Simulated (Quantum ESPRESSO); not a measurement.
## Pb under changes of volume

One of the cells (29.314 Å³/atom); the others are scaled copies at fixed shape and fractional positions:

```
Pb
1.0
     3.48000    0.00000    0.00000
    -1.74000    3.01377    0.00000
     0.00000    0.00000    5.59000
Pb
2
Cartesian
  1.7400 1.0046 4.1925
  0.0000 2.0092 1.3975
```

This isn't the form of Pb at room conditions, which is fcc.

```yaml
Program: Quantum ESPRESSO 7.5
Functional: PBEsol
Potentials_or_basis: GBRV 1.5 PBEsol
Cutoff: 612 eV
Density_cutoff: 4898 eV
k_mesh: 9 × 9 × 5
Occupations: fermi-dirac, width 0.05 eV
Spin: no spin polarisation
```

```csv
volume (Å³/atom),energy over the lowest point (meV/atom),pressure (GPa)
27.555,29.89,4.5
28.141,?,?
28.727,6.52,1.9
29.314,1.43,0.8
29.900,0.00,-0.1
30.486,1.74,-0.9
31.073,6.24,-1.6
```

**Question.** What does the run at 28.141 Å³/atom give?

**Answer.** Energy over the lowest point 15.80 meV/atom; pressure 3.1 GPa.

Worked out: A Birch-Murnaghan fit of order 3 (a polynomial in V^(-2/3)) to the other rows has its minimum at 29.86 Å³/atom with B0 = V·E''(V) = 45 GPa and B' = 6.2 at fixed shape and positions, which overstates the stiffness. It gives 15.80 meV/atom at 28.141 Å³/atom, against the run's 15.80, and -dE/dV = 3.2 GPa, against 3.1.

Energies are extrapolated to zero smearing.
